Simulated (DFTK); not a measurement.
Crystal: TiC.

```
Ti C
1.0
     0.00000    2.16572    2.16572
     2.16572    0.00000    2.16572
     2.16572    2.16572    0.00000
Ti C
1 1
Direct
  0.00000 0.00000 0.00000
  0.50000 0.50000 0.50000
```

The cell is a database's computed one.

Base run:

```yaml
Program: DFTK 0.8.2
Functional: PBEsol
Potentials_or_basis: dojo.nc.sr.pbesol.v0_4_1.standard.upf (PBEsol)
Cutoff: 1143 eV
k_mesh: 11 × 11 × 11
Occupations: fermi-dirac, width 0.05 eV
Spin: no spin polarisation
```

Its results: band gap on the k mesh none (metal or under the smearing width); pressure -6.5 GPa.

Task: The run is repeated on the same cell with these changes: functional from PBEsol to LDA; potentials or basis from dojo.nc.sr.pbesol.v0_4_1.standard.upf (PBEsol) to cp2k.nc.sr.lda.v0_1.largecore.gth (LDA, GTH, large core); cutoff from 1143 eV to 1551 eV; valence electrons from 16 to 8. What comes out?

Result: Band gap on the k mesh none (metal or under the smearing width); pressure -17.2 GPa.

Caveats: GTH potentials come without recommended cutoffs, and this one wasn't checked for convergence (some runs); so large a pressure means that the cell lies far from this level's equilibrium, or that cutoff or potentials fall short (some runs); this set keeps more shells in the core, which shifts pressures and gaps (some runs).
